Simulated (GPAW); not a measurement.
The system is AlAu.

```
Au Al
1.0
     3.22394    0.00000    0.00000
     0.00000    3.22394    0.00000
     0.00000    0.00000    3.22394
Au Al
1 1
Direct
  0.50000 0.50000 0.50000
  0.00000 0.00000 0.00000
```

The cell comes from a database or a generator and needn't be the stable form of this composition.

```yaml
Program: GPAW 26.7.0
Task: relaxation of cell and atoms
Functional: PBEsol
Dispersion: D3
Potentials_or_basis: PAW data sets generated in the run's folder for this functional
Cutoff: 600 eV
Basis: pw
k_mesh: 8 × 8 × 8
Occupations: fermi-dirac, width 0.05 eV
Spin: no spin polarisation
```

At the start: pressure -7.1 GPa; volume 16.75 Å³/atom.

Task: How do energy, volume and symmetry change on relaxing?

Result: Over 4 steps the energy falls by 24.4 meV/atom and the volume is 15.72 Å³/atom (-6.2 %); space group Pm-3m (No. 221, to 0.05 Å).

The path:
| step | energy change (eV) | largest force (eV/Å) | pressure (GPa) | volume (Å³) |
| --- | --- | --- | --- | --- |
| 1 | 0.0000 | 0.0000 | -7.14 | 33.51 |
| 2 | -0.0211 | 0.0000 | -5.58 | 32.98 |
| 3 | -0.0483 | 0.0000 | 0.73 | 31.26 |
| 4 | -0.0487 | 0.0000 | -0.06 | 31.44 |

Final structure:
```cif
data_structure
_symmetry_space_group_name_H-M 'P 1'
_symmetry_Int_Tables_number 1
_cell_length_a 3.1563
_cell_length_b 3.1563
_cell_length_c 3.1563
_cell_angle_alpha 90.000
_cell_angle_beta 90.000
_cell_angle_gamma 90.000
_cell_volume 31.44
loop_
_atom_site_label
_atom_site_type_symbol
_atom_site_fract_x
_atom_site_fract_y
_atom_site_fract_z
_atom_site_occupancy
Au1 Au 0.50000 0.50000 0.50000 1
Al1 Al 0.00000 0.00000 0.00000 1
```

Caveat: with this Au data set, volumes or pressures lay over 1.5 % or 2 GPa off other programs in two to four cells of ten; later steps reuse the first step's grids; pairwise dispersion overbinds metals, which lowers pressure and volume.
